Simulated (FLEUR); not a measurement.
Au: equation of state with LDA

**Experimental background.**

“Exploring toroidal anvil profiles for larger sample volumes above 4 Mbar”, 2024, pmc:11102561 quotes, for a bulk crystal of Au: bulk modulus 167 GPa.

Au:

```
Au
1.0
     0.00000    2.03500    2.03500
     2.03500    0.00000    2.03500
     2.03500    2.03500    0.00000
Au
1
Direct
  0.00000 0.00000 0.00000
```

- Program: FLEUR MaX-R8.1 (later development tree)
- Task: equation of state
- Functional: LDA
- Potentials or basis: all-electron
- Basis: FLAPW
- Kmax: 4.1 1/bohr
- k mesh: 11 × 11 × 11
- Occupations: fermi-dirac, width 0.05 eV
- Spin: no spin polarisation
- Gmax: 12.7 1/bohr
- Muffin-tin radii: Au 2.47 bohr
- lmax: Au 10
- Local orbitals a species: Au 5

| Property | Result |
| --- | --- |
| Equilibrium volume | 16.58 Å³/atom |
| Bulk modulus | 195 GPa |
| Pressure derivative of the bulk modulus | 5.6 (rough: it moves with the points fitted) |

Energy against volume, from the lowest point:
```tsv
volume (Å³/atom)	energy (meV/atom)
15.843	18.92
16.181	3.19
16.855	0.00
17.529	26.61
17.866	48.99
```

A measured bulk modulus of Au is 167 GPa (quoted in “Exploring toroidal anvil profiles for larger sample volumes above 4 Mbar”, 2024, pmc:11102561); the calculated 195 GPa misses it by +16.6 %. The fit is for a static lattice scaled at fixed shape and fixed fractional positions.

Spin-orbit coupling is left out, which matters for the levels of Au. LDA usually gives volumes a few per cent too small.
